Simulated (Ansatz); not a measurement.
An ordered 8-atom cell of ZnSiP₂ on the zincblende lattice (I-42d): a relaxation of cell and atoms in the PAW code Ansatz (PBEsol). It starts from a guessed cell.

```yaml
crystal:
  lattice:
    - [-2.5376276382, 2.5376276382, 5.0752552763]
    - [2.5376276382, -2.5376276382, 5.0752552763]
    - [2.5376276382, 2.5376276382, -5.0752552763]
  atoms:
    - { symbol: Zn, position: [0.0, 0.0, 0.0] }
    - { symbol: P, position: [0.375, 0.375, 0.5] }
    - { symbol: Zn, position: [0.75, 0.25, 0.5] }
    - { symbol: P, position: [0.125, 0.625, 0.0] }
    - { symbol: Si, position: [0.5, 0.5, 0.0] }
    - { symbol: P, position: [0.875, 0.875, 0.5] }
    - { symbol: Si, position: [0.25, 0.75, 0.5] }
    - { symbol: P, position: [0.625, 0.125, 0.0] }
kpoints:
  mp_grid: { grid: [6, 6, 6] }
hamiltonian:
  xc: pbesol
scf:
  occupations: { method: fermi_dirac, width: 0.03 }
relax:
  f_tol: 0.01
  cell: {}
  max_steps: 120
```

The trajectory has 9 recorded frames, each with fractional positions and then forces in eV/Å along x, y and z. The last, and any step after a large change of cell, is solved on a basis re-selected at its cell; pressure is positive in compression.

Step 1: energy 0.0 meV/atom from step 1, largest force component 0.928 eV/Å, pressure +16.51 GPa; a = 6.216 Å, b = 6.216 Å, c = 6.216 Å, α = 131.81°, β = 131.81°, γ = 70.53°
```
Zn 0.0000 0.0000 0.0000     0.000   0.000   0.000
P  0.3750 0.3750 0.5000     0.928   0.000   0.000
Zn 0.7500 0.2500 0.5000     0.000   0.000   0.000
P  0.1250 0.6250 0.0000     0.000   0.928   0.000
Si 0.5000 0.5000 0.0000     0.000   0.000   0.000
P  0.8750 0.8750 0.5000    -0.928   0.000   0.000
Si 0.2500 0.7500 0.5000     0.000   0.000   0.000
P  0.6250 0.1250 0.0000     0.000  -0.928   0.000
```

Step 2: energy -103.8 meV/atom from step 1, largest force component 0.464 eV/Å, pressure +5.13 GPa; a = 6.361 Å, b = 6.361 Å, c = 6.361 Å, α = 131.33°, β = 131.33°, γ = 71.28°
```
Zn 0.0000 0.0000 0.0000     0.000   0.000   0.000
P  0.3750 0.3816 0.5066     0.464   0.000   0.000
Zn 0.7500 0.2500 0.5000     0.000   0.000   0.000
P  0.1316 0.6250 0.0066     0.000   0.464   0.000
Si 0.5000 0.5000 0.0000     0.000   0.000   0.000
P  0.8750 0.8684 0.4934    -0.464   0.000   0.000
Si 0.2500 0.7500 0.5000     0.000   0.000   0.000
P  0.6184 0.1250 0.9934     0.000  -0.464   0.000
```

Step 3: energy -121.6 meV/atom from step 1, largest force component 0.122 eV/Å, pressure +0.89 GPa; a = 6.436 Å, b = 6.436 Å, c = 6.436 Å, α = 131.13°, β = 131.13°, γ = 71.61°
```
Zn 0.0000 0.0000 0.0000     0.000   0.000   0.000
P  0.3750 0.3873 0.5123     0.122   0.000   0.000
Zn 0.7500 0.2500 0.5000     0.000   0.000   0.000
P  0.1373 0.6250 0.0123     0.000   0.122   0.000
Si 0.5000 0.5000 0.0000     0.000   0.000   0.000
P  0.8750 0.8627 0.4877    -0.122   0.000   0.000
Si 0.2500 0.7500 0.5000     0.000   0.000   0.000
P  0.6127 0.1250 0.9877     0.000  -0.122   0.000
```

**Question.** Estimate where the relaxation ends.

**Answer.**
Step 4: energy -122.4 meV/atom from step 1, largest force component 0.023 eV/Å, pressure +0.05 GPa; a = 6.448 Å, b = 6.448 Å, c = 6.448 Å, α = 130.99°, β = 130.99°, γ = 71.82°
```
Zn 0.0000 0.0000 0.0000     0.000   0.000   0.000
P  0.3750 0.3891 0.5141     0.023   0.000   0.000
Zn 0.7500 0.2500 0.5000     0.000   0.000   0.000
P  0.1391 0.6250 0.0141     0.000   0.023   0.000
Si 0.5000 0.5000 0.0000     0.000   0.000   0.000
P  0.8750 0.8609 0.4859    -0.023   0.000   0.000
Si 0.2500 0.7500 0.5000     0.000   0.000   0.000
P  0.6109 0.1250 0.9859     0.000  -0.023   0.000
```

Step 5: energy -122.4 meV/atom from step 1, largest force component 0.012 eV/Å, pressure +0.04 GPa; a = 6.450 Å, b = 6.450 Å, c = 6.450 Å, α = 131.01°, β = 131.01°, γ = 71.80°
```
Zn 0.0000 0.0000 0.0000     0.000   0.000   0.000
P  0.3750 0.3897 0.5147    -0.012   0.000   0.000
Zn 0.7500 0.2500 0.5000     0.000   0.000   0.000
P  0.1397 0.6250 0.0147     0.000  -0.012   0.000
Si 0.5000 0.5000 0.0000     0.000   0.000   0.000
P  0.8750 0.8603 0.4853     0.012   0.000   0.000
Si 0.2500 0.7500 0.5000     0.000   0.000   0.000
P  0.6103 0.1250 0.9853     0.000   0.012   0.000
```

Step 6: energy -122.4 meV/atom from step 1, largest force component 0.000 eV/Å, pressure 0.00 GPa; a = 6.449 Å, b = 6.449 Å, c = 6.449 Å, α = 130.98°, β = 130.98°, γ = 71.84°
```
Zn 0.0000 0.0000 0.0000     0.000   0.000   0.000
P  0.3750 0.3895 0.5145     0.000   0.000   0.000
Zn 0.7500 0.2500 0.5000     0.000   0.000   0.000
P  0.1395 0.6250 0.0145     0.000   0.000   0.000
Si 0.5000 0.5000 0.0000     0.000   0.000   0.000
P  0.8750 0.8605 0.4855     0.000   0.000   0.000
Si 0.2500 0.7500 0.5000     0.000   0.000   0.000
P  0.6105 0.1250 0.9855     0.000   0.000   0.000
```

Step 7: energy -124.0 meV/atom from step 1, largest force component 0.002 eV/Å, pressure +0.11 GPa; a = 6.449 Å, b = 6.449 Å, c = 6.449 Å, α = 130.98°, β = 130.98°, γ = 71.84°
```
Zn 0.0000 0.0000 0.0000     0.000   0.000   0.000
P  0.3750 0.3895 0.5145    -0.002   0.000   0.000
Zn 0.7500 0.2500 0.5000     0.000   0.000   0.000
P  0.1395 0.6250 0.0145     0.000  -0.002   0.000
Si 0.5000 0.5000 0.0000     0.000   0.000   0.000
P  0.8750 0.8605 0.4855     0.002   0.000   0.000
Si 0.2500 0.7500 0.5000     0.000   0.000   0.000
P  0.6105 0.1250 0.9855     0.000   0.002   0.000
```

Step 8: energy -124.0 meV/atom from step 1, largest force component 0.000 eV/Å, pressure 0.00 GPa; a = 6.450 Å, b = 6.450 Å, c = 6.450 Å, α = 130.97°, β = 130.97°, γ = 71.86°
```
Zn 0.0000 0.0000 0.0000     0.000   0.000   0.000
P  0.3750 0.3895 0.5145     0.000   0.000   0.000
Zn 0.7500 0.2500 0.5000     0.000   0.000   0.000
P  0.1395 0.6250 0.0145     0.000   0.000   0.000
Si 0.5000 0.5000 0.0000     0.000   0.000   0.000
P  0.8750 0.8605 0.4855     0.000   0.000   0.000
Si 0.2500 0.7500 0.5000     0.000   0.000   0.000
P  0.6105 0.1250 0.9855     0.000   0.000   0.000
```

Step 9: energy -124.0 meV/atom from step 1, largest force component 0.000 eV/Å, pressure 0.00 GPa; a = 6.450 Å, b = 6.450 Å, c = 6.450 Å, α = 130.97°, β = 130.97°, γ = 71.86°
```
Zn 0.0000 0.0000 0.0000     0.000   0.000   0.000
P  0.3750 0.3895 0.5145     0.000   0.000   0.000
Zn 0.7500 0.2500 0.5000     0.000   0.000   0.000
P  0.1395 0.6250 0.0145     0.000   0.000   0.000
Si 0.5000 0.5000 0.0000     0.000   0.000   0.000
P  0.8750 0.8605 0.4855     0.000   0.000   0.000
Si 0.2500 0.7500 0.5000     0.000   0.000   0.000
P  0.6105 0.1250 0.9855     0.000   0.000   0.000
```

The walk took 7 steps and changed the volume by +14.5 %. The last SCF, on a fresh basis, lies 124 meV an atom below the first. Final cell: space group I-42d (No. 122), tetragonal; a = 5.353 Å, c = 10.446 Å in the conventional setting, 18.71 Å³ an atom. Around Zn lie 4 P at 2.35 Å; around P lie 2 Si at 2.25 Å and 2 Zn at 2.35 Å; around Si lie 4 P at 2.25 Å.

Run as `ansatz run input.yaml --threads 4 --pin off --max-ram 4608MiB --backend cpu --events-out ev --progress --plain --runs-dir out`. Wall time 19 s on 4 threads of Intel(R) Xeon(R) Platinum 8488C (Sapphire Rapids), with other jobs on the host; peak host memory 0.58 GiB.

The cell comes from a prototype generator: it can be a known phase or a hypothetical one. Spin polarisation is off.
